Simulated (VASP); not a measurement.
All values below come from LDA (Ceperley-Alder, Perdew-Zunger), VASP's LDA PAW potentials (set 64) (plane waves; VASP 6.6.1).

VASP ran on this input.

### INCAR
```
! general
SYSTEM =AlSb
PREC   =Accurate
ENCUT  =400   ! plane-wave cut-off (eV)
LREAL  =.FALSE.   ! projection in real space or not
LASPH  =.TRUE.   ! aspherical one-centre terms

! electronic loop
EDIFF  =1E-8   ! SCF stop (eV)
NELM   =100   ! most electronic steps
ALGO   =Normal   ! blocked Davidson
LMAXMIX=4   ! l cut-off of mixed one-centre charges

! smearing
ISMEAR =0   ! Gaussian
SIGMA  =0.05   ! width (eV)

! ions
IBRION =1   ! quasi-Newton
NSW    =30   ! most ionic steps
ISIF   =2   ! forces and stress, cell fixed
EDIFFG =-0.001   ! ionic stop

! output
LWAVE  =.FALSE.
LCHARG =.FALSE.
```

### KPOINTS
```
Automatic mesh
0
Gamma
7 7 7
0 0 0
```

POSCAR:
```
AlSb
1
    0.0000000000     3.0602212512     3.0602212512
    3.0602212512     0.0000000000     3.0602212512
    3.0602212512     3.0602212512    -0.0000000000
Al Sb
1 1
Direct
  0.0000000000   0.0000000000   0.0000000000
  0.2500000000   0.2500000000   0.2500000000
```

POTCAR, in this order: Al Sb (LDA.64 set). Program: vasp_std.

Output of the run:

**OSZICAR**
```
       N       E                     dE             d eps       ncg     rms          rms(c)
DAV:   1     0.129948906788E+02    0.12995E+02   -0.25044E+03   320   0.579E+02
DAV:   2    -0.902448770712E+01   -0.22019E+02   -0.21870E+02   464   0.829E+01
DAV:   3    -0.943479149512E+01   -0.41030E+00   -0.41030E+00   376   0.149E+01
DAV:   4    -0.943732428041E+01   -0.25328E-02   -0.25328E-02   504   0.142E+00
DAV:   5    -0.943732850054E+01   -0.42201E-05   -0.42201E-05   408   0.533E-02    0.361E+00
DAV:   6    -0.932168840900E+01    0.11564E+00   -0.12947E-01   360   0.167E+00    0.217E+00
DAV:   7    -0.927766487865E+01    0.44024E-01   -0.12238E-01   368   0.172E+00    0.431E-01
DAV:   8    -0.927686162772E+01    0.80325E-03   -0.72519E-03   336   0.511E-01    0.111E-01
DAV:   9    -0.927689772039E+01   -0.36093E-04   -0.35933E-04   416   0.136E-01    0.334E-02
DAV:  10    -0.927689803115E+01   -0.31075E-06   -0.50433E-06   472   0.165E-02    0.194E-02
DAV:  11    -0.927690108590E+01   -0.30547E-05   -0.17574E-06   368   0.964E-03    0.248E-03
DAV:  12    -0.927690105606E+01    0.29841E-07   -0.11280E-07   360   0.168E-03    0.154E-03
DAV:  13    -0.927690106113E+01   -0.50729E-08   -0.16220E-08   352   0.750E-04
   1 F= -.92769011E+01 E0= -.92769011E+01  d E =-.927690E+01
```

File OUTCAR:
```
------------------------ aborting loop because EDIFF is reached ----------------------------------------
  FORCE on cell =-STRESS in cart. coord.  units (eV):
  Direction    XX          YY          ZZ          XY          YZ          ZX
  --------------------------------------------------------------------------------------
  Total       -0.0001825     -0.0001825     -0.0001825      0.0000000      0.0000000      0.0000000
  in kB       -0.0051002     -0.0051002     -0.0051002      0.0000000      0.0000000      0.0000000
  external PRESSURE =      -0.0051002 kB  Pullay stress =       0.0000000 kB
  volume of cell :       57.32
      direct lattice vectors                 reciprocal lattice vectors
     0.000000000  3.060221251  3.060221251    -0.163386879  0.163386879  0.163386879
     3.060221251  0.000000000  3.060221251     0.163386879 -0.163386879  0.163386879
     3.060221251  3.060221251  0.000000000     0.163386879  0.163386879 -0.163386879
 POSITION                                       TOTAL-FORCE (eV/Angst)
 -----------------------------------------------------------------------------------
      0.00000      0.00000      0.00000        -0.000000      0.000000     -0.000000
      1.53011      1.53011      1.53011         0.000000     -0.000000      0.000000
 -----------------------------------------------------------------------------------
    total drift:                                0.000000      0.000000      0.000000
  FREE ENERGIE OF THE ION-ELECTRON SYSTEM (eV)
  ---------------------------------------------------
  free  energy   TOTEN  =        -9.2769010611 eV

  energy  without entropy=       -9.2769010611  energy(sigma->0) =       -9.27690106

 reached required accuracy - stopping structural energy minimisation
```
(Selected blocks of OUTCAR.)

The compound is AlSb in the zinc blende structure. It was relaxed first. The start is the result of an earlier pass.
